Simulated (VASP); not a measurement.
Here is a VASP 6.6.1 calculation.

File INCAR:

```
  ALGO = Normal
  EDIFF = 1E-6
  ENCUT = 520
  GGA = PE
  ISIF = 2
  ISMEAR = -1
  LASPH = T
  LCHARG = T
  LELF = T
  LREAL = F
  LVHAR = T
  LWAVE = F
  NBANDS = 10
  NELM = 80
  PREC = Accurate
  SIGMA = 0.05
```

KPOINTS

```
k-points
0
Gamma
  14 14 14
```

Contents of POSCAR:

```
Re
1.0
    0.0000000000      1.9750000000      1.9750000000
    1.9750000000      0.0000000000      1.9750000000
    1.9750000000      1.9750000000      0.0000000000
Re
1
Direct
    0.0000000000      0.0000000000      0.0000000000
```

Potentials or basis: VASP PAW PBE potentials, release 64 (Re).

The run is started by

```bash
$ cat potpaw_PBE.64/Re/POTCAR > POTCAR
$ mpirun -np 1 vasp_std > vasp.out
```

Estimate the band gap on the k mesh.

none (metal or under the smearing width).

Estimate the pressure.

-9.8 GPa.

The run has no spin-orbit coupling, so splittings on Re are missing.
